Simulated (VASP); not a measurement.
Here is a VASP 6.6.1 calculation.

File INCAR:

```
SYSTEM = TiO2
PREC = Accurate ; ENCUT = 600
EDIFF = 1E-7 ; ISMEAR = 0
SIGMA = 0.03 ; LREAL = .False.
LASPH = .True. ; NELM = 80
ALGO = Normal ; ISIF = 3
LWAVE = .False. ; LCHARG = .False.
METAGGA = R2SCAN ; LMIXTAU = .True.
IBRION = 2 ; NSW = 90
EDIFFG = -0.005 ; KPAR = 2
```

Contents of KPOINTS:

```
Automatic mesh
0
Gamma
  6 6 10
  0 0 0
```

Contents of POSCAR:

```
TiO2                                    
1.0
    4.6000538409      0.0000000000      0.0000000000
    0.0000000000      4.6000538409      0.0000000000
    0.0000000000      0.0000000000      2.9607084869
  Ti              O             
     2     4
Direct
     0.0000000000000000    0.0000000000000000    0.0000000000000000
     0.5000000000000000    0.5000000000000000    0.5000000000000000
     0.3045575067002851    0.3045575067002851    1.0000000000000000
     0.1954424932997149    0.8045575067002851    0.5000000000000000
     0.6954424932997149    0.6954424932997149    0.0000000000000000
     0.8045575067002851    0.1954424932997149    0.5000000000000000
```

Potentials or basis: VASP PAW PBE potentials, release 64 (Ti_sv, O).

Command:

```sh
$ cat potpaw_PBE.64/Ti_sv/POTCAR potpaw_PBE.64/O/POTCAR > POTCAR
$ mpirun -np 2 vasp_std > vasp.out
```

Problem. What does it give for the band gap on the k mesh?

Solution. 2.21 eV, direct.

Final structure:
```
CELL_PARAMETERS angstrom
4.60005 0.00000 0.00000
0.00000 4.60005 0.00000
0.00000 0.00000 2.96071
ATOMIC_POSITIONS crystal
Ti 0.00000 0.00000 0.00000
Ti 0.50000 0.50000 0.50000
O 0.30456 0.30456 0.00000
O 0.19544 0.80456 0.50000
O 0.69544 0.69544 0.00000
O 0.80456 0.19544 0.50000
```

Caveat: the relaxation stopped at its first step, so nothing moved; the PAW data sets were made with another functional, which shifts forces and pressure a little. r2SCAN opens gaps a little over a GGA but as a rule still falls short of measured ones.
